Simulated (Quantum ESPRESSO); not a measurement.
# AlN, zinc blende: the electronic dielectric constant against pressure

How does ε∞, from linear response (ph.x, fixed occupations, ions clamped), follow the pressure?

Calculated with Quantum ESPRESSO 7.5, PBEsol, GBRV 1.5 ultrasoft potentials, cutoff 680 eV, Fermi–Dirac smearing 0.02 eV, k-mesh 11×11×11, no spin polarisation, no spin-orbit coupling.

Reference cell, relaxed at zero pressure with PBEsol (F-43m): a = 3.0967 Å, b = 3.0967 Å, c = 3.0967 Å, α = 60.00°, β = 60.00°, γ = 60.00°.

```csv
atom,x,y,z
Al,0.0000,0.0000,0.0000
N,0.7500,0.7500,0.7500
```

| pressure (GPa) | V (Å³/atom) | ε∞ | gap (eV) |
| --- | --- | --- | --- |
| −4 | 10.718 | 4.692 | 3.168 |
| 0 | 10.499 | 4.651 | 3.177 |
| 5 | 10.253 | 4.609 | 3.188 |
| 10 | 10.032 | 4.572 | 3.196 |
| 20 | 9.651 | 4.515 | 3.210 |
| 30 | 9.328 | 4.472 | 3.219 |

**Question.** Give the ε∞ and the long-wavelength refractive index at x = 15, a row left out above (x is the first column).

Least squares with ε = e0 + e1 x + e2 x² gives e0 = 4.6526, e1 = −0.0090153 and e2 = 0.000101. At x = 15 this is 4.540, so n = √ε = 2.131. The run itself gives 4.542, so the estimate misses by 0.002; the fitted rows themselves lie up to 0.002 off the law.

Along the table the mean ε∞ rises wherever the smallest gap falls, which need not be its cause. Semilocal functionals tend to give ε∞ too large, the k-mesh wasn't converged for it (a zone-centred mesh of this size overestimates it where the gap is small), and polar lattice vibrations add to the static constant, which isn't calculated here.

[Logs are printed without paths, hosts, clocks, repeated set-up lines and the standing remarks that a program may print on its own settings, such as how far it seeks lower states.]
